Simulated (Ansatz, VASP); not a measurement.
## Two plane-wave programs on B3As2

File INCAR:

```
SYSTEM = B3As2
PREC = Accurate
ENCUT = 520
EDIFF = 1E-7
ISMEAR = 0
SIGMA = 0.1
LREAL = .False.
LASPH = .True.
NELM = 80
ALGO = Normal
ISIF = 2
LWAVE = .False.
LCHARG = .True.
GGA = PE
LELF = .True.
LVHAR = .True.
NBANDS = 18
```

Contents of KPOINTS:

```
Automatic mesh
0
Gamma
  6 6 4
  0 0 0
```

File POSCAR:

```
B3As2
1.0
    1.9654700400     -3.5124110200      0.0000000000
    1.9654700400      3.5124110200      0.0000000000
    0.0000000000      0.0000000000      5.9746691300
B As
3 2
Direct
    0.6796362100      0.6796362100      0.5000000000
    0.3203637900      0.3203637900      0.5000000000
    0.5000000000      0.5000000000      0.0000000000
    0.8435039400      0.1564960600      0.5000000000
    0.1564960600      0.8435039400      0.5000000000
```

Input for Ansatz:

```yaml
crystal:
  lattice:
    - [1.96547004, -3.51241102, 0.0]
    - [1.96547004, 3.51241102, 0.0]
    - [0.0, 0.0, 5.97466913]
  atoms:
    - { symbol: B, position: [0.67963621, 0.67963621, 0.5] }
    - { symbol: B, position: [0.32036379, 0.32036379, 0.5] }
    - { symbol: B, position: [0.5, 0.5, 0.0] }
    - { symbol: As, position: [0.84350394, 0.15649606, 0.5] }
    - { symbol: As, position: [0.15649606, 0.84350394, 0.5] }
basis:
  ecutwfc: 420
kpoints:
  mp_grid: { grid: [6, 6, 4] }
hamiltonian:
  xc: pbe
scf:
  occupations: { method: gaussian, width: 0.1 }
  lower_state_search: "off"
output:
  forces: true
  stress: true
  eigenvalues: true
```

Alike in both runs: task single point; functional PBE; k mesh 6 × 6 × 4; occupations gaussian, width 0.1 eV; no spin polarisation.

|  | VASP | Ansatz |
| --- | --- | --- |
| version | VASP 6.6.1 | Ansatz 0.2.0 |
| potentials or method | VASP PAW PBE potentials, release 64 (B, As) | scalar-relativistic, plane waves, PAW |
| plane-wave cutoff (eV) | 520 | 420 |
| valence electrons in the cell | 19 | 39 |

|  | VASP | Ansatz | Ansatz less VASP |
| --- | --- | --- | --- |
| gap on the k mesh at the Fermi level (eV) | none | none | - |
| rms of the force components (eV/Å) | 5.313 | 5.011 | -0.3017 |

Atom by atom the forces differ by 0.303 eV/Å (rms over components). A gap of «none» marks a metal or a gap that the smearing closes. The functional is the same, so the differences come from potentials, cutoffs and numerics. The two sets of potentials don't hold the same shells in valence.

Caveats: forces of over 1 eV/Å show positions far from the minimum, so gaps and moduli don't describe the material at rest.
